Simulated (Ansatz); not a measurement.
## KCl (Sylvite): optical spectrum from first principles: ground state and bands

Ansatz 0.2.0; DFT, PBE, plane-wave PAW, default files, scalar-relativistic, ground state.

First the ground state: is it a metal or has it a gap?

Contents of input.yaml:

```yaml
crystal:
  lattice:
    - [0.0, 3.14647, 3.14647]
    - [3.14647, 0.0, 3.14647]
    - [3.14647, 3.14647, 0.0]
  atoms:
    - { symbol: K, position: [0.0, 0.0, 0.0] }
    - { symbol: Cl, position: [0.5, 0.5, 0.5] }
kpoints:
  mp_grid: { grid: [6, 6, 6] }
  band_path:
    path:
      - [[0.0, 0.0, 0.0], [0.5, 0.0, 0.5], [0.5, 0.25, 0.75], [0.375, 0.375, 0.75], [0.0, 0.0, 0.0], [0.5, 0.5, 0.5], [0.625, 0.25, 0.625], [0.5, 0.25, 0.75], [0.5, 0.5, 0.5], [0.375, 0.375, 0.75]]
      - [[0.625, 0.25, 0.625], [0.5, 0.0, 0.5]]
    npoints: 6
scf:
  occupations: { method: fermi_dirac, width: 0.05 }
  n_extra_bands: 6
hamiltonian:
  xc: pbe
  pseudopotentials: { kind: paw }
output:
  forces: true
  stress: true
  populations: true
  write_bands: true
  write_density: true
  write_potential: true
  elf: true
  volumetric_format: npy
```

Command:

```
ansatz run input.yaml --threads 4 --pin off --max-ram 8192MiB --backend cpu --events-out ev --progress --plain --runs-dir out
```

Q: Predict the electronic bands.

The 16 valence electrons fill 8 bands exactly, which allows a gap.

ELF in the ac plane of the conventional cell at fractional y = 0.000, with atoms of K and Cl within 0.2 Å of it. It is the smooth field of the valence electrons, not physical close to the nuclei.

Valence density in the ac plane of the conventional cell at fractional y = 0.000, with atoms of K and Cl within 0.2 Å of it.

This step gave:

```
gap on the k-mesh            : 5.189 eV
volume                       : 62.30 Å³
gap on the path              : 5.189 eV
least direct gap on the path : 5.189 eV
```

The electronic bands at the labelled points (eV, zero at the Fermi level; v1 is the highest filled band, c1 the lowest empty one):

| point | v3 | v2 | v1 | c1 | c2 | c3 | c4 |
| --- | --- | --- | --- | --- | --- | --- | --- |
| Γ | -2.66 | -2.66 | -2.66 | 2.53 | 5.71 | 5.71 | 5.71 |
| halfway | -3.29 | -2.79 | -2.79 | 3.99 | 4.58 | 7.00 | 7.18 |
| X | -3.31 | -2.88 | -2.88 | 3.87 | 5.68 | 7.41 | 7.53 |
| halfway | -3.26 | -3.01 | -2.96 | 4.29 | 6.14 | 6.68 | 7.66 |
| W | -3.14 | -3.13 | -3.13 | 5.37 | 5.37 | 6.78 | 7.20 |
| halfway | -3.19 | -3.19 | -3.00 | 4.82 | 6.04 | 6.68 | 7.34 |
| K | -3.22 | -3.20 | -2.94 | 4.62 | 6.41 | 6.65 | 7.41 |
| halfway | -3.35 | -2.90 | -2.85 | 4.24 | 5.32 | 6.53 | 7.20 |
| Γ | -2.66 | -2.66 | -2.66 | 2.53 | 5.71 | 5.71 | 5.71 |
| halfway | -3.24 | -2.82 | -2.82 | 3.79 | 5.50 | 6.45 | 6.45 |
| L | -3.71 | -2.98 | -2.98 | 4.93 | 5.95 | 7.84 | 7.84 |
| halfway | -3.54 | -3.05 | -2.97 | 5.09 | 5.80 | 7.46 | 7.81 |
| U | -3.22 | -3.20 | -2.94 | 4.62 | 6.41 | 6.65 | 7.41 |
| halfway | -3.19 | -3.19 | -3.00 | 4.82 | 6.04 | 6.68 | 7.34 |
| W | -3.14 | -3.13 | -3.13 | 5.37 | 5.37 | 6.78 | 7.20 |
| halfway | -3.50 | -3.06 | -2.99 | 5.19 | 5.68 | 7.38 | 7.48 |
| L | -3.71 | -2.98 | -2.98 | 4.93 | 5.95 | 7.84 | 7.84 |
| halfway | -3.54 | -3.05 | -2.97 | 5.09 | 5.80 | 7.46 | 7.81 |
| K | -3.22 | -3.20 | -2.94 | 4.62 | 6.41 | 6.65 | 7.41 |
| jump to U | -3.22 | -3.20 | -2.94 | 4.62 | 6.41 | 6.65 | 7.41 |
| halfway | -3.29 | -2.98 | -2.90 | 4.08 | 5.94 | 7.05 | 7.70 |
| X | -3.31 | -2.88 | -2.88 | 3.87 | 5.68 | 7.41 | 7.53 |

The electronic bands as a text plot (rows in eV, shown from -3.7 to 6.6 only):

```
    6.4 |+ ++       +   ++   +++  +   +        ++            ++
    5.9 | +       ++ + +  +    +++ +++  +++++++  +    +++++++  ++
    5.5 |++     ++    +    +++++++++++++          ++++
    5.1 |  ++        ++   +++            +++++   +   ++++++++
    4.6 |    +++    +  +++              +     +++            +
    4.2 |     ++   +         ++        +                      ++
    3.8 |    +  +++                   +                         +
    3.4 |  ++                  +    ++
    2.9 | +                     ++
    2.5 |+                        ++
    2.1 |
    1.6 |
    1.2 |
    0.8 |
    0.4 |
   -0.1 |
   -0.5 |
   -0.9 |
   -1.4 |
   -1.8 |
   -2.2 |
   -2.6 |*******               ********
   -3.1 |  **   ****************    *****************************
   -3.5 |    *******      *****        ********     *********  **
         Γ       X    W  K        Γ      L     U  W     L   K|U X
```

Values, 9 rows by 16 columns, each cell a mean:
```
0.81 0.84 0.61 0.10 0.27 0.75 0.85 0.76 0.70 0.84 0.83 0.50 0.08 0.37 0.80 0.82
0.39 0.30 0.11 0.02 0.11 0.42 0.60 0.67 0.68 0.64 0.52 0.23 0.03 0.06 0.23 0.36
0.49 0.45 0.35 0.14 0.02 0.04 0.12 0.20 0.22 0.16 0.07 0.02 0.06 0.26 0.42 0.48
0.80 0.84 0.79 0.46 0.07 0.27 0.71 0.82 0.82 0.78 0.50 0.08 0.23 0.71 0.84 0.83
0.49 0.79 0.85 0.54 0.09 0.46 0.85 0.77 0.70 0.85 0.71 0.14 0.29 0.79 0.85 0.62
0.84 0.83 0.75 0.40 0.05 0.20 0.57 0.73 0.75 0.67 0.36 0.05 0.21 0.65 0.81 0.84
0.31 0.28 0.20 0.07 0.02 0.06 0.13 0.18 0.19 0.15 0.09 0.03 0.04 0.15 0.26 0.31
0.58 0.48 0.23 0.03 0.15 0.54 0.73 0.79 0.80 0.76 0.65 0.32 0.04 0.10 0.38 0.55
0.74 0.85 0.67 0.13 0.28 0.78 0.85 0.69 0.58 0.81 0.84 0.52 0.09 0.43 0.84 0.80
```

Ten even steps from '_' (0.0 e/Å³) to '@' (4.2 e/Å³), each cell a mean:
```
@@**::______::--::----..______==%%
++::________..::----..________..==
..______________....______________
__________________________________
__________________________________
..______________..______________..
--::..________::==--..________..--
::--..______::**@@%%--______..----
__--::______::##@@@@==..____..--::
----..______..++##**::________::--
::..__________..::::__________..::
__________________________________
__________________________________
__________________________________
::..__________..::....__________::
##==..______..------::________::**
@@##::______::--__::--..____..++@@
```

[Logs are printed without paths, hosts, clocks, repeated set-up lines and the standing remarks that a program may print on its own settings, such as how far it seeks lower states.]

[Hosts, paths, dates, database ids (printed as entryN), source tags and the programs' standing remarks are cut or masked in the printed files.]
